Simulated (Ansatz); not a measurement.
Sc under pressure

Level of theory: Ansatz 0.2.0, DFT PBEsol, scalar-relativistic, plane waves, PAW. (420 eV cutoff, 16×16×16 k-mesh, Gaussian smearing of 0.10 eV, no spin polarisation)

The relaxed crystal:

```xyz
1
Lattice="3.2173 0.0553 0.0136 1.5584 2.8153 0.0188 1.5838 0.9470 2.6388" Properties=species:S:1:pos:R:3 pbc="T T T"
Sc    0.0000    0.0000    0.0000
```

Cell and atoms are relaxed at each pressure within the symmetry of the start, at zero temperature, so transitions that lower the symmetry aren't seen. The k-mesh given is that at zero pressure and may differ at others.

Problem. Give the structure at 12 GPa.

Solution.
```xyz
1
Lattice="3.0405 0.0532 0.0117 1.4736 2.6601 0.0166 1.4961 0.8946 2.4925" Properties=species:S:1:pos:R:3 pbc="T T T"
Sc    0.0000    0.0000    0.0000
```
Symmetry: Fm-3m, No. 225, cubic system. The conventional cell has a = 4.301 Å, b = 4.301 Å, c = 4.301 Å, α = 90.00°, β = 90.00°, γ = 90.00°. Sc (site symmetry m-3m) has 12 Sc at 3.04 Å as nearest neighbours.

This fcc form isn't the element's structure at ambient conditions.